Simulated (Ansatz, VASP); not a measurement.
# One calculation of GaP, two programs

```xyz
2
Lattice="0.0000 2.6016 2.6016 2.6016 0.0000 2.6016 2.6016 2.6016 0.0000" Properties=species:S:1:pos:R:3 pbc="T T T"
Ga    0.0000    0.0000    0.0000
P     1.3008    1.3008    1.3008
```

Alike in both runs: functional PBE; k mesh 13 × 13 × 13; occupations fermi-dirac, width 0.05 eV; no spin polarisation.

Ansatz relaxed the structure, and its values are those at the end. VASP's run is a single point on that final structure, the one shown.

```csv
,VASP,Ansatz
version,VASP 6.6.1,Ansatz 0.2.0
potentials or method,"VASP PAW PBE potentials, release 64 (Ga_d, P)","PAW with Ansatz's default frozen-core files, scalar-relativistic"
plane-wave cutoff (eV),520,420
valence electrons in the cell,18,18
```

Ansatz gave:

| Item | Value |
| --- | --- |
| pressure (GPa) | 19.0 |

Task: What did VASP give for the same quantities?

Result: Pressure (GPa): 18.9.

With one functional, cell and mesh, what is left measures potentials, basis and numerics.

Caveats: so large a pressure means that the cell lies far from this level's equilibrium, or that cutoff or potentials fall short (VASP); an odd mesh through Γ misses points on the zone boundary, where band edges often lie.
